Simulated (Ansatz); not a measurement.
The system is TiO2.

```
Ti O
1.0
     1.49733    0.86448    6.98154
    -1.49733    0.86448    6.98154
     0.00000   -1.72897    6.98154
Ti O
1 2
Direct
  0.00000 0.00000 0.00000
  0.37953 0.37953 0.37953
  0.62047 0.62047 0.62047
```

Measurements of this composition are mostly on another form, of space group No. 141.

```yaml
Program: Ansatz 0.2.0
Task: single point
Functional: PBE
Potentials_or_basis: Ansatz PAW
Cutoff: "420 eV (not typed: the program's choice for these potentials)"
k_mesh: 10 × 10 × 10
Occupations: fermi-dirac, width 0.05 eV
Spin: no spin polarisation
```

On this cell: pressure -0.8 GPa; largest force 0.096 eV/Å; band gap on the k mesh 2.69 eV, indirect (least direct gap 2.87 eV).

The same run follows on a disturbed copy (atoms moved at random, drawn with an rms of 0.05 Å):

```
Ti O
1.0
     1.49733    0.86448    6.98154
    -1.49733    0.86448    6.98154
     0.00000   -1.72897    6.98154
Ti O
1 2
Direct
  0.98803 0.99961 0.01503
  0.40877 0.35833 0.36681
  0.62001 0.62548 0.61120
```

Question: What does the disturbed cell give?

Answer: The energy moves by +23.3 meV/atom; pressure 0.2 GPa; largest force 1.437 eV/Å; band gap on the k mesh 2.70 eV, indirect (least direct gap 2.88 eV).

Forces on the atoms (eV/Å):
```
Ti   0.307  0.157 -1.395
O   -0.843 -0.235  0.725
O    0.536  0.079  0.671
```

Stress tensor (GPa, compression positive):
```
 0.91  0.95 -3.90
 0.95 -0.32 -0.88
-3.90 -0.88 -0.11
```

A k mesh can miss the band edges.
